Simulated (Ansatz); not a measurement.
Runs of Ansatz 0.2.0 on AlAu. It takes space group Pm-3m (No. 221, cubic). Conventional cell: a = 3.224 Å, b = 3.224 Å, c = 3.224 Å, α = 90.00°, β = 90.00°, γ = 90.00°. Au (site symmetry m-3m) has 8 Al at 2.79 Å as nearest neighbours. Al (site symmetry m-3m) is surrounded by 8 Au at 2.79 Å. The cell comes from a database or a generator and needn't be the stable form of this composition.

```csv
task,potentials or basis,spin,k mesh,cutoff (eV),basis error allowed,pressure (GPa)
band structure,"all-electron LAPW, non-relativistic",off,8 × 8 × 8,207,0.001 eV/atom,10.1
band structure,all-electron PAW datasets made for the crystal,off,8 × 8 × 8,260,-,-5.1
band structure,"all-electron LAPW, inner shells corrected to Dirac's equation",off,8 × 8 × 8,207,0.001 eV/atom,-5.1
band structure,"all-electron LAPW, relativistic spinors","SOC, no magnetisation",6 × 6 × 6,207,0.001 eV/atom,(a)
```

Alike in all rows: level PBEsol; cell as given; smearing fermi-dirac 0.05 eV.

**Question.** Estimate the missing entries.

**Answer.** (a) -6.2.

Caveats: relativity is left out, which matters for the heavier elements (some runs); the k mesh is thin for a metal, which can move the energy by tens of meV per atom (some runs).

Not every run made on this cell is shown here.
